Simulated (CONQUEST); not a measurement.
Runs of CONQUEST 1.3 on Tl. The structure is cubic, space group Im-3m (No. 229). The conventional cell has a = 3.912 Å, b = 3.912 Å, c = 3.912 Å, α = 90.00°, β = 90.00°, γ = 90.00°. Tl (site symmetry m-3m) has 8 Tl at 3.39 Å as nearest neighbours. This isn't the form of Tl at room conditions, which is hcp.

```tsv
task	level	potentials or basis	spin	fixed moment (μB)	cell	k mesh	smearing	optimiser	max steps of the ions	other keys	gap on the mesh (eV)	pressure (GPa)	largest force (eV/Å)
single point	PBE	PseudoDojo NC PBE, DZP, grid cutoff 120 Ha	off	-	atoms of the box moved at random, drawn with an rms of 0.05 Å	7 × 7 × 7	fermi-dirac 0.05 eV	-	-	-	none	1.7	0.08
single point	PBE	PseudoDojo NC PBE, DZP, grid cutoff 120 Ha	off	-	as given	7 × 7 × 7	fermi-dirac 0.05 eV	-	-	-	none	(a)	-
relaxation of the atoms	LDA	PseudoDojo NC LDA, SZ, grid cutoff 120 Ha	off	-	atoms relaxed from: atoms of the box moved at random, drawn with an rms of 0.05 Å	7 × 7 × 7	fermi-dirac 0.1 eV	sqnm	30	several, not listed	none	-1.2	0.04
density of states	B86bPBE	PseudoDojo NC LDA, DZP, grid cutoff 80 Ha	off	-	as given	5 × 5 × 5	fermi-dirac 0.05 eV	-	-	-	none	-	-
single point	BP86	PseudoDojo NC PBE, DZP, grid cutoff 80 Ha	collinear, ferromagnetic start	1	volume scaled by 0.8	5 × 5 × 5	fermi-dirac 0.05 eV	-	-	-	-	17.9	-
```

Task: Fill in the values left out.

Result: (a) 1.4.

Caveats: the basis of atomic orbitals isn't converged, which shifts pressures, moduli and gaps; the box holds several primitive cells, so bands are folded and the points are those of the box's own zone (some runs); the potentials were made for another functional, which shifts forces and pressure (some runs); the atomic basis is small (some runs); the energies along the path lack the entropy term of the smearing (some runs); the total moment is fixed, so each spin has its own Fermi level (some runs).

A k mesh can miss the band edges, and the runs leave out spin-orbit coupling on Tl.

A gap of «none» marks a metal or a gap under the smearing width.
